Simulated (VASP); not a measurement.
# SnSe (Pm-3m) in VASP: further runs

The runs below take SnSe through single point, with LDA.

Everything below comes from runs of VASP 6.6.1. Logs are shortened: lines on timing, memory, paths and dates and some standing lists are left out, and cuts for length are marked.

### Step 1. The crystal as given

It takes space group Pm-3m (No. 221, cubic). The conventional cell has a = 3.550 Å, b = 3.550 Å, c = 3.550 Å, α = 90.00°, β = 90.00°, γ = 90.00°. Sn (site symmetry m-3m) has 8 Se at 3.07 Å as nearest neighbours. Around Se (site symmetry m-3m) lie 8 Sn at 3.07 Å.

Measurements of this composition are mostly on another form, of space group No. 62.

### Step 2. Single point, LDA

Input file INCAR:

```
ALGO = Normal
EDIFF = 1E-6
ENCUT = 520
ISIF = 2
ISMEAR = -1
LASPH = T
LCHARG = T
LELF = T
LREAL = F
LVHAR = T
LWAVE = F
NBANDS = 17
NELM = 60
PREC = Accurate
SIGMA = 0.15
```

Input file KPOINTS:

```
k-points
0
Gamma
  12 12 12
```

Input file POSCAR:

```
SnSe
1.0
    3.5496000000      0.0000000000      0.0000000000
    0.0000000000      3.5496000000      0.0000000000
    0.0000000000      0.0000000000      3.5496000000
Sn Se
1 1
Direct
    0.0000000000      0.0000000000      0.0000000000
    0.5000000000      0.5000000000      0.5000000000
```

Potentials or basis: VASP PAW LDA potentials, release 64 (Sn_d, Se).

On the command line:

```console
> cat potpaw_LDA.64/Sn_d/POTCAR potpaw_LDA.64/Se/POTCAR > POTCAR
> mpirun -np 1 vasp_std > vasp.out
```

OUTCAR:

```text
EDIFF = 1E-6
   ENCUT = 520
   ISIF = 2
   ISMEAR = -1
   LASPH = T
   LREAL = F
   NELM = 60
   PREC = Accurate

 ion  position               nearest neighbor table
   1  0.000  0.000  0.000-   2 3.07   2 3.07   2 3.07   2 3.07   2 3.07   2 3.07   2 3.07   2 3.07

   2  0.500  0.500  0.500-   1 3.07   1 3.07   1 3.07   1 3.07   1 3.07   1 3.07   1 3.07   1 3.07

  LATTYP: Found a simple cubic cell.
 ALAT       =     3.5496000000

  Lattice vectors:

 A1 = (   3.5496000000,   0.0000000000,   0.0000000000)
 A2 = (   0.0000000000,   3.5496000000,   0.0000000000)
 A3 = (   0.0000000000,   0.0000000000,   3.5496000000)

Analysis of symmetry for initial positions (statically):
=====================================================================
 Subroutine PRICEL returns:
 Original cell was already a primitive cell.

 Routine SETGRP: Setting up the symmetry group for a
 simple cubic supercell.

 Subroutine GETGRP returns: Found 48 space group operations
 (whereof 48 operations were pure point group operations)
 out of a pool of 48 trial point group operations.

The static configuration has the point symmetry O_h .

Analysis of symmetry for dynamics (positions and initial velocities):
=====================================================================
 Subroutine PRICEL returns:
 Original cell was already a primitive cell.

 Routine SETGRP: Setting up the symmetry group for a
 simple cubic supercell.

 Subroutine GETGRP returns: Found 48 space group operations
 (whereof 48 operations were pure point group operations)
 out of a pool of 48 trial point group operations.

The dynamic configuration has the point symmetry O_h .

 Subroutine INISYM returns: Found 48 space group operations
 (whereof 48 operations are pure point group operations),
 and found     1 'primitive' translations

----------------------------------------------------------------------------------------

                                     Primitive cell

  volume of cell :      44.7238

  direct lattice vectors                    reciprocal lattice vectors
     3.549600000  0.000000000  0.000000000     0.281721884  0.000000000  0.000000000
     0.000000000  3.549600000  0.000000000     0.000000000  0.281721884  0.000000000
     0.000000000  0.000000000  3.549600000     0.000000000  0.000000000  0.281721884

  length of vectors
     3.549600000  3.549600000  3.549600000     0.281721884  0.281721884  0.281721884

  position of ions in fractional coordinates (direct lattice)
     0.000000000  0.000000000  0.000000000
     0.500000000  0.500000000  0.500000000

  ion indices of the primitive-cell ions
   primitive index   ion index
                 1           1
                 2           2

----------------------------------------------------------------------------------------

 KPOINTS: k-points

Automatic generation of k-mesh.
 Grid dimensions read from file:
 generate k-points for:   12   12   12

 Generating k-lattice:

  Cartesian coordinates                     Fractional coordinates (reciprocal lattice)
     0.023476824  0.000000000  0.000000000     0.083333333  0.000000000  0.000000000
     0.000000000  0.023476824  0.000000000     0.000000000  0.083333333  0.000000000
     0.000000000  0.000000000  0.023476824     0.000000000  0.000000000  0.083333333

  Length of vectors
     0.023476824  0.023476824  0.023476824

  Shift w.r.t. Gamma in fractional coordinates (k-lattice)
     0.000000000  0.000000000  0.000000000

 Subroutine IBZKPT returns following result:
 ===========================================

 Found     84 irreducible k-points:

 Following reciprocal coordinates:
            Coordinates               Weight
  0.000000  0.000000  0.000000      1.000000
  0.083333  0.000000  0.000000      6.000000
  0.166667  0.000000  0.000000      6.000000
  0.250000  0.000000  0.000000      6.000000
  0.333333  0.000000  0.000000      6.000000
  0.416667  0.000000  0.000000      6.000000
[... 16 lines left out ...]
  0.333333  0.333333  0.000000     12.000000
  0.416667  0.333333  0.000000     24.000000
 [... further k-points ...]
   k-points           NKPTS =     84   k-points in BZ     NKDIM =     84   number of bands    NBANDS=     17
   number of dos      NEDOS =    301   number of ions     NIONS =      2
   total plane-waves  NPLWV =  21952
   dimension x,y,z NGX =    28 NGY =   28 NGZ =   28
   dimension x,y,z NGXF=    56 NGYF=   56 NGZF=   56
   ions per type =               1   1
   NGX,Y,Z   is equivalent  to a cutoff of  13.11, 13.11, 13.11 a.u.
   NGXF,Y,Z  is equivalent  to a cutoff of  26.23, 26.23, 26.23 a.u.
 SYSTEM =  unknown system
   PREC   = accura    normal or accurate (medium, high low for compatibility)
   ISTART =      0    job   : 0-new  1-cont  2-samecut
   ICHARG =      2    charge: 1-file 2-atom 10-const
   ISPIN  =      1    spin polarized calculation?
   LNONCOLLINEAR =      F non collinear calculations
   LSORBIT =      F    spin-orbit coupling
   LASPH  =      T    aspherical Exc in radial PAW
   ENCUT  =  520.0 eV  38.22 Ry    6.18 a.u.   6.60  6.60  6.60*2*pi/ulx,y,z
   NELM   =     60;   NELMIN=  2; NELMDL= -5     # of ELM steps
   EDIFF  = 0.1E-05   stopping-criterion for ELM
   LREAL  =      F    real-space projection
   EDIFFG = 0.1E-04   stopping-criterion for IOM
   NSW    =      0    number of steps for IOM
   IBRION =     -1    ionic relax: 0-MD 1-quasi-New 2-CG
   NFREE  =      0    steps in history (QN), initial steepest desc. (CG)
   ISIF   =      2    stress and relaxation
   ISYM   =      2    0-nonsym 1-usesym 2-fastsym
   POTIM  = 0.5000    time-step for ionic-motion
   TEBEG  =    0.0;   TEEND  =   0.0 temperature during run
   PSTRESS=    0.0 pullay stress
   NELECT =      20.0000    total number of electrons
   NUPDOWN=      -1.0000    fix difference up-down
   EMIN   =  10.00;   EMAX   =-10.00  energy-range for DOS
   EFERMI =   0.00;   METHOD = LEGACY
   ISMEAR =    -1;   SIGMA  =   0.15  broadening in eV -4-tet -1-fermi 0-gaus
   EFERMI_NEDOS =   21; number of points for ismear=-14 and -15
   IALGO  =     38    algorithm
   IMIX   =      4    mixing-type and parameters
     AMIX     =   0.40;   BMIX     =  1.00
     AMIX_MAG =   1.60;   BMIX_MAG =  1.00
  volume/ion in A,a.u.               =      22.36       150.91
  Fermi-wavevector in a.u.,A,eV,Ry     =   1.251907  2.365761 21.324020  1.567271
  Thomas-Fermi vector in A             =   2.385832
   LORBIT       =      0    0 simple, 1 ext, 2 COOP (PROOUT), +10 PAW based schemes
   GGA     = CA    functional components
   LHFCALC =     F    Hartree Fock is set to
   AEXX    =    0.0000 exact exchange contribution
   IVDW    =     0    specifies the selected vdW correction
   LEPSILON=     F    determine dielectric tensor
   LRPA    =     F    only Hartree local field effects (RPA)
 non-spin polarized calculation
  energy-cutoff  :      520.00
  volume of cell :       44.72
 maximum number of plane-waves:      1228
 NGX is ok and might be reduce to    28
   NGX = 13   NGY = 13   NGZ = 13

 number of electron      20.0000016 magnetization

 Free energy of the ion-electron system (eV)
  ---------------------------------------------------
  ext. energy  EPLUGINS =         0.00000000
  ---------------------------------------------------
  free energy    TOTEN  =        -9.10539568 eV

  energy without entropy =       -9.03924095  energy(sigma->0) =       -9.07231831

 E-fermi :   7.4722     XC(G=0): -10.9237

 val. band max:        7.4407031143   @ k =   0.5000   0.5000   0.3333
 cond. band min:       7.5037376169   @ k =   0.4167   0.0833   0.0833
 fundamental gap:      0.0630345026
 Fermi energy:         7.4721721784

 k-point     1 :       0.0000    0.0000    0.0000
  band No.  band energies     occupation
      1     -14.0856      2.00000
      2     -14.0856      2.00000
      3     -13.9818      2.00000
      4     -13.9818      2.00000
      5     -13.9818      2.00000
      6      -7.0911      2.00000
[... 9 lines left out ...]
     16      20.3796      0.00000
     17      20.3796      0.00000

 k-point     2 :       0.0833    0.0000    0.0000
  band No.  band energies     occupation
      1     -14.0853      2.00000
      2     -14.0798      2.00000
      3     -13.9838      2.00000
      4     -13.9838      2.00000
      5     -13.9816      2.00000
      6      -7.0307      2.00000
[... 9 lines left out ...]
     16      20.0874      0.00000
     17      20.1234      0.00000

 k-point     3 :       0.1667    0.0000    0.0000
  band No.  band energies     occupation
      1     -14.0844      2.00000
      2     -14.0638      2.00000
      3     -13.9894      2.00000
      4     -13.9894      2.00000
      5     -13.9811      2.00000
      6      -6.8550      2.00000
[... 9 lines left out ...]
     16      19.0941      0.00000
     17      19.8961      0.00000

 k-point     4 :       0.2500    0.0000    0.0000
  band No.  band energies     occupation
      1     -14.0832      2.00000
      2     -14.0419      2.00000
      3     -13.9971      2.00000
      4     -13.9971      2.00000
      5     -13.9804      2.00000
      6      -6.5829      2.00000
[... 9 lines left out ...]
     16      17.7057      0.00000
     17      20.0725      0.00000
[... 343 lines left out ...]
      1     -14.0535      2.00000
      2     -14.0391      2.00000
      3     -14.0096      2.00000
      4     -13.9929      2.00000
      5     -13.9778      2.00000
      6      -5.4409      2.00000
[... 9 lines left out ...]
     16      17.9303      0.00000
     17      18.6986      0.00000

 k-point    23 :       0.3333    0.3333    0.0000
  band No.  band energies     occupation
      1     -14.0493      2.00000
      2     -14.0404      2.00000
      3     -14.0017      2.00000
      4     -14.0005      2.00000
      5     -13.9819      2.00000
      6      -5.5322      2.00000
[... 9 lines left out ...]
     16      17.3187      0.00000
     17      18.9939      0.00000

 k-point    24 :       0.4167    0.3333    0.0000
  band No.  band energies     occupation
      1     -14.0492      2.00000
      2     -14.0454      2.00000
      3     -14.0063      2.00000
      4     -14.0001      2.00000
      5     -13.9682      2.00000
      6      -5.3009      2.00000
[... 9 lines left out ...]
     16      17.6365      0.00000
     17      17.9946      0.00000

 [... further k-points ...]

------------------------ aborting loop because EDIFF is reached ----------------------------------------

  FORCE on cell =-STRESS in cart. coord.  units (eV):
  Direction    XX          YY          ZZ          XY          YZ          ZX
  --------------------------------------------------------------------------------------
  -------------------------------------------------------------------------------------
  Total        0.3739395      0.3739395      0.3739395      0.0000000      0.0000000     -0.0000000
  in kB       13.3959534     13.3959534     13.3959534      0.0000000      0.0000000     -0.0000000
  external PRESSURE =      13.3959534 kB  Pullay stress =       0.0000000 kB

 VOLUME and BASIS-vectors are now :
 -----------------------------------------------------------------------------
  energy-cutoff  :      520.00
  volume of cell :       44.72
      direct lattice vectors                 reciprocal lattice vectors
     3.549600000  0.000000000  0.000000000     0.281721884  0.000000000  0.000000000
     0.000000000  3.549600000  0.000000000     0.000000000  0.281721884  0.000000000
     0.000000000  0.000000000  3.549600000     0.000000000  0.000000000  0.281721884

 POSITION                                       TOTAL-FORCE (eV/Angst)
 -----------------------------------------------------------------------------------
      0.00000      0.00000      0.00000         0.000000      0.000000      0.000000
      1.77480      1.77480      1.77480         0.000000      0.000000      0.000000
 -----------------------------------------------------------------------------------
    total drift:                               -0.000000      0.000000     -0.000000

  FREE ENERGIE OF THE ION-ELECTRON SYSTEM (eV)
  ---------------------------------------------------
  free  energy   TOTEN  =        -9.1053956788 eV

  energy  without entropy=       -9.0392409455  energy(sigma->0) =       -9.07231831
```

Run time: 25 s. Hardware: 1 thread of Intel Xeon Platinum 8488C (Sapphire Rapids), shared host; peak memory 0.18 GiB.

Results:

| Property | Result |
| --- | --- |
| Free energy | -9.1054 eV |
| Pressure | 1.3 GPa |
| Band gap on the k mesh | none (metal or under the smearing width) |

(Continued in part 2 of 2.)
